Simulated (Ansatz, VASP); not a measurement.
ZnCu: VASP beside Ansatz

File INCAR:

```
  PREC = Accurate
  ENCUT = 520
  EDIFF = 1E-6
  ISMEAR = 0
  SIGMA = 0.15
  LREAL = False
  LASPH = True
  NELM = 100
  ALGO = Normal
  ISIF = 2
  LWAVE = False
  LCHARG = False
  GGA = CA
  NBANDS = 18
```

KPOINTS

```
regular mesh
0
Gamma
  18 18 18
```

POSCAR

```
ZnCu
1.0
    2.9450000000      0.0000000000      0.0000000000
    0.0000000000      2.9450000000      0.0000000000
    0.0000000000      0.0000000000      2.9450000000
Zn Cu
1 1
Direct
    0.5000000000      0.5000000000      0.5000000000
    0.0000000000      0.0000000000      0.0000000000
```

Input for Ansatz:

```yaml
crystal:
  lattice:
    - [2.945, 0.0, 0.0]
    - [0.0, 2.945, 0.0]
    - [0.0, 0.0, 2.945]
  atoms:
    - { symbol: Zn, position: [0.5, 0.5, 0.5] }
    - { symbol: Cu, position: [0.0, 0.0, 0.0] }
basis:
  ecutwfc: 420
kpoints:
  mp_grid: { grid: [18, 18, 18] }
hamiltonian:
  xc: lda
scf:
  occupations: { method: gaussian, width: 0.15 }
output:
  forces: true
  stress: true
  eigenvalues: true
```

Alike in both runs: task single point; functional LDA; k mesh 18 × 18 × 18; occupations gaussian, width 0.15 eV; no spin polarisation.

|  | VASP | Ansatz |
| --- | --- | --- |
| version | VASP 6.6.1 | Ansatz 0.2.0 |
| potentials or method | VASP PAW LDA potentials, release 64 (Zn, Cu) | scalar-relativistic, plane waves, PAW |
| plane-wave cutoff (eV) | 520 | 420 |
| valence electrons in the cell | 23 | 31 |

Ansatz gave:

- gap on the k mesh at the Fermi level (eV): none
- pressure (GPa): -9.8

What did VASP give for the same quantities?

gap on the k mesh at the Fermi level (eV): none; pressure (GPa): -8.9.

A gap of «none» marks a metal or a gap that the smearing closes. The two sets of potentials don't hold the same shells in valence.
